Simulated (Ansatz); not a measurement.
# CsPbCl3 under changes of volume

One of the cells (35.217 Å³/atom); the others are scaled copies at fixed shape and fractional positions:

```
CELL_PARAMETERS angstrom
5.60500 0.00000 0.00000
0.00000 5.60500 0.00000
0.00000 0.00000 5.60500
ATOMIC_POSITIONS crystal
Pb 0.50000 0.50000 0.50000
Cs 0.00000 0.00000 0.00000
Cl 0.50000 0.00000 0.50000
Cl 0.00000 0.50000 0.50000
Cl 0.50000 0.50000 0.00000
```

```yaml
Program: Ansatz 0.2.0
Functional: PBE
Potentials_or_basis: Ansatz PAW
Cutoff: "420 eV (not typed: the program's choice for these potentials)"
k_mesh: 5 × 5 × 5
Occupations: fermi-dirac, width 0.05 eV
Spin: no spin polarisation
```

| volume (Å³/atom) | energy over the lowest point (meV/atom) | pressure (GPa) | gap on the mesh (eV) |
| --- | --- | --- | --- |
| 33.104 | ? | ? | ? |
| 33.809 | 33.11 | 3.0 | 2.85 |
| 34.513 | 21.27 | 2.4 | 2.91 |
| 35.217 | 12.32 | 1.7 | 2.95 |
| 35.922 | 5.95 | 1.2 | 3.00 |
| 36.626 | 1.93 | 0.7 | 3.04 |
| 37.330 | 0.00 | 0.2 | 3.07 |

Question: What does the run at 33.104 Å³/atom give?

Answer: Energy over the lowest point 48.17 meV/atom; pressure 3.8 GPa; gap on the mesh 2.80 eV.

Worked out: A Birch-Murnaghan fit of order 3 (a polynomial in V^(-2/3)) to the other rows has its minimum at 37.69 Å³/atom, just outside them, with B0 = V·E''(V) = 22 GPa and B' = 4.6. It gives 48.19 meV/atom at 33.104 Å³/atom, against the run's 48.17, and -dE/dV = 3.8 GPa, against 3.8. A straight line through the other rows of the gap, of slope 2.22 eV per unit of ln V (its deformation potential), extrapolates to 2.81 eV, against the run's 2.80.

Energies are extrapolated to zero smearing.

Caveats: odd divisions of the mesh miss points on the zone boundary, where band edges often lie, so the gap on the mesh can be too wide; spin-orbit coupling is left out, which as a rule narrows the gap of such compounds by several tenths of an eV.

A mesh can miss the band edges.
